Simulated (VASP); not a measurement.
A run of VASP 6.6.1 is set up as follows.

File POSCAR:

```
Pt
1.0
    0.0000000000      1.9609000000      1.9609000000
    1.9609000000      0.0000000000      1.9609000000
    1.9609000000      1.9609000000      0.0000000000
Pt
1
Direct
    0.0000000000      0.0000000000      0.0000000000
```

File INCAR.step1:

```
  PREC = Accurate
  ENCUT = 520
  EDIFF = 1E-5
  ISMEAR = -1
  SIGMA = 0.05
  LREAL = False
  LASPH = True
  NELM = 80
  ALGO = Normal
  ISIF = 2
  LWAVE = True
  LCHARG = False
  MAGMOM = 0 0 0
  LORBIT = 11
  LSORBIT = True
  GGA_COMPAT = False
  LMAXMIX = 4
  GGA = PE
```

File INCAR.step2:

```
  PREC = Accurate
  ENCUT = 520
  EDIFF = 1E-6
  ISMEAR = -1
  SIGMA = 0.05
  LREAL = False
  LASPH = True
  NELM = 80
  ALGO = Normal
  ISIF = 2
  LWAVE = False
  LCHARG = False
  MAGMOM = 0 0 0
  LORBIT = 11
  LSORBIT = True
  GGA_COMPAT = False
  LMAXMIX = 4
  GGA = PE
  LHFCALC = True
  AEXX = 0.25
  PRECFOCK = Fast
  HFRCUT = -1
  ISTART = 1
```

Contents of KPOINTS:

```
Automatic mesh
0
Gamma
  5 5 5
```

Potentials or basis: VASP PAW PBE potentials, release 64 (Pt).

The run is started by

```sh
$ cat potpaw_PBE.64/Pt/POTCAR > POTCAR
$ cp INCAR.step1 INCAR
$ mpirun -np 1 vasp_ncl > vasp.out
$ cp INCAR.step2 INCAR
$ mpirun -np 1 vasp_ncl > vasp.out
```

Task: Predict the pressure.

Result: 7.6 GPa.

Caveat: the k mesh is coarse (spacing up to 0.55 Å⁻¹), so the values aren't converged, least of all with exact exchange; the PAW data sets were made with another functional, which shifts forces and pressure a little.
